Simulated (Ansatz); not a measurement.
Crystal: Sc.

```
Sc
1.0
     3.30900    0.00000    0.00000
    -1.65450    2.86568    0.00000
     0.00000    0.00000    5.27330
Sc
2
Direct
  0.66667 0.33333 0.75000
  0.33333 0.66667 0.25000
```

Base run:

- Program: Ansatz 0.2.0
- Functional: LDA
- Potentials or basis: all-electron LAPW, scalar-relativistic
- Cutoff: 168 eV
- Density cutoff: 671 eV
- Basis error allowed: 0.001 eV/atom
- k mesh: 9 × 9 × 5
- Occupations: fermi-dirac, width 0.05 eV
- Spin: no spin polarisation

Its results: pressure -5.3 GPa.

**Question.** The run is repeated on the same cell with these changes: dispersion from none to D3(BJ). What comes out?

**Answer.** Pressure -7.8 GPa.

Dispersion adds attraction, which lowers the pressure at fixed volume and, as a term added to the energy, leaves the levels alone.

Caveats: pairwise dispersion overbinds metals, which lowers pressure and volume (some runs).

Not every run made on this cell is shown here.
